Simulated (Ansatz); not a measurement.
Input of an Ansatz 0.2.0 run:

Contents of input.yaml:

```yaml
crystal:
  lattice:
    - [0.0, 3.49531583, 2.16609124]
    - [1.2516321, 0.0, 2.16609124]
    - [1.2516321, 3.49531583, 0.0]
  atoms:
    - { symbol: "N", position: [0.66665134, 0.66665134, 0.33334866] }
    - { symbol: B, position: [4.865e-05, 4.865e-05, 0.99995135] }
hamiltonian:
  xc: pbe
  pseudopotentials: { kind: paw }
kpoints:
  mp_grid: { grid: [13, 13, 13] }
scf:
  occupations: { method: gaussian, width: 0.019 }
output:
  forces: true
  stress: true
  eigenvalues: true
  write_density: true
  write_potential: true
  elf: true
  volumetric_format: npy
```

Potentials or basis: Ansatz PAW.

The run is started by

```console
$ ansatz run input.yaml --threads 2 --pin off --max-ram 5632MiB --backend cpu --events-out ev --progress --plain --runs-dir out
```

Q: Predict the band gap on the k mesh.

A: 3.91 eV, indirect (least direct gap 4.65 eV).

Q: What does it give for the pressure?

A: 3.2 GPa.

Q: Estimate the largest force.

A: 0.010 eV/Å.

Forces in eV/Å, atoms in the order of the input:
```
N    0.000  0.000 -0.010
B    0.000  0.000  0.010
```

Caveat: odd divisions of the mesh miss points on the zone boundary, where band edges often lie, so the gap on the mesh can be too wide; the pressure holds a Pulay correction of +0.6 GPa for the finite cutoff. As with any semilocal functional, this PBE gap is likely too small.
